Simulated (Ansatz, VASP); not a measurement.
**MgO: VASP beside Ansatz**

```
Mg O
1.0
     0.00000    2.13515    2.13515
     2.13515    0.00000    2.13515
     2.13515    2.13515    0.00000
Mg O
1 1
Direct
  0.00000 0.00000 0.00000
  0.50000 0.50000 0.50000
```

Alike in both runs: task single point; functional PBE; k mesh 11 × 11 × 11; occupations fermi-dirac, width 0.01 eV; no spin polarisation.

|  | VASP | Ansatz |
| --- | --- | --- |
| version | VASP 6.6.1 | Ansatz 0.2.0 |
| potentials or method | VASP PAW PBE potentials, release 64 (Mg, O), cutoff 520 eV | all-electron LAPW, non-relativistic |

Ansatz gave:

| Property | Result |
| --- | --- |
| gap on the k mesh at the Fermi level (eV) | 4.40 |
| pressure (GPa) | -1.5 |

What did VASP give for the same quantities?

gap on the k mesh at the Fermi level (eV): 4.34; pressure (GPa): -2.4.

Ansatz ran all-electron here, so the differences hold the error of VASP's frozen core and of both bases.

As with any semilocal functional, this PBE gap is likely too small.
